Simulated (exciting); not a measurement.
# BP (F-43m) in exciting: further runs, part 3 of 3

exciting (release sodium). The steps go on from the part before.

## 4. Density of states, PBE+TS

Contents of run_exciting.py:

```python
import subprocess
import xml.etree.ElementTree as ET
from ase.io import read
from ase.units import Bohr

atoms = read("BP.xyz")
rmt = {'P': 2.0, 'B': 1.45}  # bohr
tasks = """
<groundstate do="fromscratch" ngridk="10 10 10" rgkmax="6" gmaxvr="14" lmaxapw="10" lmaxmat="10" lmaxvr="8" xctype="GGA_PBE" stype="Methfessel-Paxton 1" swidth="0.00036749" nempty="10" ValenceRelativity="iora*" epsengy="1e-05" epspot="1e-05" maxscl="60" outputlevel="normal"/>
<properties>
  <dos nwdos="400" winddos="-0.6 0.5" inttype="tetra" ngrdos="100" nsmdos="2" lmirep="true"/>
  <chargedensityplot>
    <plot3d>
      <box grid="17 17 17">
        <origin coord="0 0 0"/>
        <point coord="1 0 0"/>
        <point coord="0 1 0"/>
        <point coord="0 0 1"/>
      </box>
    </plot3d>
  </chargedensityplot>
  <elfplot>
    <plot3d>
      <box grid="17 17 17">
        <origin coord="0 0 0"/>
        <point coord="1 0 0"/>
        <point coord="0 1 0"/>
        <point coord="0 0 1"/>
      </box>
    </plot3d>
  </elfplot>
  <exccplot>
    <plot3d>
      <box grid="17 17 17">
        <origin coord="0 0 0"/>
        <point coord="1 0 0"/>
        <point coord="0 1 0"/>
        <point coord="0 0 1"/>
      </box>
    </plot3d>
  </exccplot>
  <TSvdW/>
</properties>
"""

root = ET.Element("input")
ET.SubElement(root, "title").text = "BP"
structure = ET.SubElement(root, "structure", speciespath="./", tshift="false")
crystal = ET.SubElement(structure, "crystal", scale="1.0")
for vector in atoms.cell / Bohr:
    ET.SubElement(crystal, "basevect").text = " ".join(f"{x:.12f}" for x in vector)
symbols = atoms.get_chemical_symbols()
for element in dict.fromkeys(symbols):
    species = ET.SubElement(structure, "species", speciesfile=element + ".xml", rmt=str(rmt[element]))
    for symbol, position in zip(symbols, atoms.get_scaled_positions(wrap=False)):
        if symbol == element:
            ET.SubElement(species, "atom", coord=" ".join(f"{x:.12f}" for x in position))
root.extend(ET.fromstring("<tasks>" + tasks + "</tasks>"))
ET.indent(root)
ET.ElementTree(root).write("input.xml")
subprocess.run(["exciting_smp"], check=True)
```

Contents of BP.xyz:

```xyz
2
Lattice="0.0000000000 2.2690000000 2.2690000000 2.2690000000 0.0000000000 2.2690000000 2.2690000000 2.2690000000 0.0000000000" Properties=species:S:1:pos:R:3 pbc="T T T"
P      3.4035000000      3.4035000000      3.4035000000
B      0.0000000000      0.0000000000      0.0000000000
```

Potentials or basis: all-electron LAPW+lo, shipped species files with second energy derivatives, valence relativity iora*.

Command:

```
OMP_NUM_THREADS=1 python run_exciting.py
```

Run time: 2.2 min. Hardware: 1 thread of Arm Neoverse V1, shared host; peak memory 0.12 GiB.

It converged, with:

```
Free energy                                       : -9986.0291 eV
Band gap on the k mesh                            : 1.24 eV, indirect (least direct gap 3.41 eV)
All electrons inside the program's atomic spheres : P 12.92; B 3.22 (radii P 2.0, B 1.45 bohr)
Dispersion energy per atom                        : -0.222 eV
```

Levels at points of the mesh, in eV from the valence-band top:
```csv
k point,band 1,band 2,band 3,band 4,band 5,band 6,band 7,band 8
"(0.00, 0.00, 0.00)",-15.46,0.00,0.00,0.00,3.41,3.41,3.41,7.37
"(0.50, 0.00, 0.00)",-12.14,-9.03,-1.76,-1.76,3.78,4.71,4.71,10.13
"(0.50, 0.50, 0.00)",-10.61,-8.58,-4.11,-4.11,1.34,1.66,12.08,12.08
```

States per cell in windows of 1 eV (zero at the valence-band top; states under -8 eV left out):
```tsv
from (eV)	total	P1 p	B2 p	P1 d	P1 s	B2 s
-8.0	0.68	0.15	0.03	0.01	0.05	0.09
-7.0	0.37	0.09	0.03	0.00	0.03	0.03
-6.0	0.75	0.20	0.08	0.01	0.03	0.03
-5.0	0.97	0.28	0.13	0.02	0.03	0.02
-4.0	1.01	0.31	0.15	0.02	0.02	0.02
-3.0	0.92	0.29	0.15	0.02	0.01	0.01
-2.0	0.61	0.20	0.11	0.02	0.00	0.00
-1.0	0.17	0.05	0.03	0.01	0.00	0.00
0.0	0.00	0.00	0.00	0.00	0.00	0.00
1.0	0.16	0.01	0.01	0.02	0.01	0.01
2.0	0.50	0.04	0.04	0.06	0.03	0.02
3.0	1.02	0.09	0.10	0.13	0.07	0.03
4.0	0.96	0.11	0.11	0.12	0.05	0.03
5.0	1.33	0.24	0.12	0.15	0.05	0.05
6.0	0.75	0.13	0.08	0.09	0.03	0.03
7.0	0.97	0.15	0.12	0.12	0.05	0.05
```

Caveat: the dispersion energy is computed afterwards and isn't part of the total energy.

## 5. Band structure, PBE

Contents of input.xml:

```xml
<input>
  <title>BP</title>
  <structure speciespath="./" tshift="false">
    <crystal scale="1">
      <basevect>0.000000000000 4.287788576776 4.287788576776</basevect>
      <basevect>4.287788576776 0.000000000000 4.287788576776</basevect>
      <basevect>4.287788576776 4.287788576776 0.000000000000</basevect>
    </crystal>
    <species speciesfile="P.xml" rmt="2">
      <atom coord="0.750000000000 0.750000000000 0.750000000000"/>
    </species>
    <species speciesfile="B.xml" rmt="1.45">
      <atom coord="0.000000000000 0.000000000000 0.000000000000"/>
    </species>
  </structure>
  <groundstate do="fromscratch" ngridk="10 10 10" rgkmax="7" gmaxvr="14" lmaxapw="10" lmaxmat="10" lmaxvr="8" xctype="GGA_PBE" stype="Fermi Dirac" swidth="0.00183747" nempty="10" ValenceRelativity="iora*" epsengy="1e-05" epspot="1e-05" maxscl="60" outputlevel="low"/>
  <properties>
    <bandstructure>
      <plot1d>
        <path steps="80">
          <point coord="0 0 0" label="G"/>
          <point coord="0.5 0 0.5" label="X"/>
          <point coord="0.5 0.25 0.75" label="W"/>
          <point coord="0.375 0.375 0.75" label="K"/>
          <point coord="0 0 0" label="G"/>
          <point coord="0.5 0.5 0.5" label="L"/>
          <point coord="0.625 0.25 0.625" label="U"/>
          <point coord="0.5 0.25 0.75" label="W"/>
          <point coord="0.5 0.5 0.5" label="L"/>
          <point coord="0.375 0.375 0.75" label="K" breakafter="true"/>
          <point coord="0.625 0.25 0.625" label="U"/>
          <point coord="0.5 0 0.5" label="X"/>
        </path>
      </plot1d>
    </bandstructure>
  </properties>
</input>
```

Potentials or basis: all-electron LAPW+lo, shipped species files, valence relativity iora*.

Command:

```
OMP_NUM_THREADS=1 exciting_smp
```

Wall time 3.3 min (1 thread of Arm Neoverse V1, shared host); peak memory 0.12 GiB.

It converged, with:

```
Free energy             : -9986.0380 eV
Band gap on the k mesh  : 1.25 eV, indirect (least direct gap 3.41 eV)
Band gap along the path : 1.24 eV, indirect (least direct gap 3.41 eV)
```

Levels at the corners of the path, in eV from the valence-band top:
```tsv
point	band 2	band 3	band 4	band 5	band 6	band 7
Γ	0.00	0.00	0.00	3.41	3.41	3.41
X	-8.58	-4.11	-4.11	1.34	1.67	12.09
W	-8.05	-5.67	-5.46	5.33	6.77	7.24
K	-8.16	-6.22	-3.50	2.15	6.00	9.72
Γ	0.00	0.00	0.00	3.41	3.41	3.41
L	-9.03	-1.76	-1.76	3.78	4.71	4.71
U	-8.16	-6.22	-3.50	2.15	6.00	9.72
W	-8.05	-5.67	-5.46	5.33	6.77	7.24
L	-9.03	-1.76	-1.76	3.78	4.71	4.71
K	-8.16	-6.22	-3.50	2.15	6.00	9.72
U	-8.16	-6.22	-3.50	2.15	6.00	9.72
X	-8.58	-4.11	-4.11	1.34	1.67	12.09
```

## 6. Band structure, LDA

Changes to input.xml since step 5:

```diff
@@ -15,3 +15,3 @@
   </structure>
-  <groundstate do="fromscratch" ngridk="10 10 10" rgkmax="7" gmaxvr="14" lmaxapw="10" lmaxmat="10" lmaxvr="8" xctype="GGA_PBE" stype="Fermi Dirac" swidth="0.00183747" nempty="10" ValenceRelativity="iora*" epsengy="1e-05" epspot="1e-05" maxscl="60" outputlevel="low"/>
+  <groundstate do="fromscratch" ngridk="10 10 10" rgkmax="7" gmaxvr="14" lmaxapw="10" lmaxmat="10" lmaxvr="8" xctype="LDA_PW" stype="Fermi Dirac" swidth="0.00183747" nempty="10" ValenceRelativity="iora*" epsengy="1e-05" epspot="1e-05" maxscl="60" outputlevel="low"/>
   <properties>
@@ -35,2 +35,3 @@
     </bandstructure>
+    <dos nwdos="300" winddos="-0.6 0.5" inttype="tetra" ngrdos="100" nsmdos="1"/>
   </properties>
```

Potentials or basis: all-electron LAPW+lo, shipped species files, valence relativity iora*.

Command:

```
OMP_NUM_THREADS=1 exciting_smp
```

It took 1.9 min on 1 thread of Arm Neoverse V1, shared host; peak memory 0.12 GiB.

The run converged. Its results:

```
Free energy             : -9950.3277 eV
Band gap on the k mesh  : 1.19 eV, indirect (least direct gap 3.38 eV)
Band gap along the path : 1.19 eV, indirect (least direct gap 3.38 eV)
```

Levels at the corners of the path, in eV from the valence-band top:
| point | band 1 | band 2 | band 3 | band 4 | band 5 | band 6 | band 7 | band 8 |
| --- | --- | --- | --- | --- | --- | --- | --- | --- |
| Γ | -15.39 | 0.00 | 0.00 | 0.00 | 3.38 | 3.38 | 3.38 | 7.35 |
| X | -10.57 | -8.48 | -4.10 | -4.10 | 1.31 | 1.55 | 11.95 | 11.95 |
| W | -10.29 | -7.93 | -5.69 | -5.49 | 5.24 | 6.66 | 7.15 | 7.44 |
| K | -10.56 | -8.06 | -6.24 | -3.49 | 2.08 | 5.91 | 9.63 | 10.52 |
| Γ | -15.39 | 0.00 | 0.00 | 0.00 | 3.38 | 3.38 | 3.38 | 7.35 |
| L | -12.06 | -9.01 | -1.75 | -1.75 | 3.77 | 4.67 | 4.67 | 9.93 |
| U | -10.56 | -8.06 | -6.24 | -3.49 | 2.08 | 5.91 | 9.63 | 10.52 |
| W | -10.29 | -7.93 | -5.69 | -5.49 | 5.24 | 6.66 | 7.15 | 7.44 |
| L | -12.06 | -9.01 | -1.75 | -1.75 | 3.77 | 4.67 | 4.67 | 9.93 |
| K | -10.56 | -8.06 | -6.24 | -3.49 | 2.08 | 5.91 | 9.63 | 10.52 |
| U | -10.56 | -8.06 | -6.24 | -3.49 | 2.08 | 5.91 | 9.63 | 10.52 |
| X | -10.57 | -8.48 | -4.10 | -4.10 | 1.31 | 1.55 | 11.95 | 11.95 |

States per cell in windows of 0.5 eV (zero at the valence-band top; states under -8 eV left out):
| from (eV) | total |
| --- | --- |
| -8.0 | 0.49 |
| -7.5 | 0.24 |
| -7.0 | 0.18 |
| -6.5 | 0.21 |
| -6.0 | 0.40 |
| -5.5 | 0.37 |
| -5.0 | 0.41 |
| -4.5 | 0.51 |
| -4.0 | 0.54 |
| -3.5 | 0.51 |
| -3.0 | 0.48 |
| -2.5 | 0.46 |
| -2.0 | 0.37 |
| -1.5 | 0.21 |
| -1.0 | 0.13 |
| -0.5 | 0.05 |
| 0.0 | 0.00 |
| 0.5 | 0.00 |
| 1.0 | 0.04 |
| 1.5 | 0.13 |
| 2.0 | 0.23 |
| 2.5 | 0.30 |
| 3.0 | 0.39 |
| 3.5 | 0.73 |
| 4.0 | 0.47 |
| 4.5 | 0.47 |
| 5.0 | 0.71 |
| 5.5 | 0.55 |
| 6.0 | 0.38 |
| 6.5 | 0.42 |
| 7.0 | 0.51 |
| 7.5 | 0.48 |

## 7. Summary

| task | level | potentials or basis | spin | k mesh | smearing | outputlevel | reducebf | nempty | maxscl | top of the spectrum (Ha) | rgkmax | other keys | gap on the mesh (eV) |
| --- | --- | --- | --- | --- | --- | --- | --- | --- | --- | --- | --- | --- | --- |
| real-space fields | PBEsol | all-electron LAPW+lo, shipped species files, valence relativity iora* | collinear, ferromagnetic start | 7 × 7 × 7 | fermi-dirac 0.01 eV | normal | 0.5 | 20 | 90 | - | 6 | - | 1.13 |
| optical spectrum | mPWPW91 | all-electron LAPW+lo, shipped species files, valence relativity iora* | off | 7 × 7 × 7, shifted | fermi-dirac 0.136 eV | normal | - | 28 | 60 | 0.5 Ha | 6 | reducek = no | - |
| density of states | PBE+TS | all-electron LAPW+lo, shipped species files with second energy derivatives, valence relativity iora* | off | 10 × 10 × 10 | methfessel-paxton 0.01 eV | normal | - | 10 | 60 | - | 6 | - | 1.24 |
| band structure | PBE | all-electron LAPW+lo, shipped species files, valence relativity iora* | off | 10 × 10 × 10 | fermi-dirac 0.05 eV | low | - | 10 | 60 | - | 7 | - | 1.25 |
| band structure | LDA | all-electron LAPW+lo, shipped species files, valence relativity iora* | off | 10 × 10 × 10 | fermi-dirac 0.05 eV | low | - | 10 | 60 | - | 7 | - | 1.19 |

Alike in all rows: cell as given.

Caveats: an odd mesh through Γ misses points on the zone boundary, where band edges often lie (some runs); spectra need much finer meshes, so this one isn't converged (some runs); independent-particle spectra lack excitons (some runs); the dispersion energy is computed afterwards and isn't part of the total energy (some runs).

Compare energies only between runs with the same functional and basis.
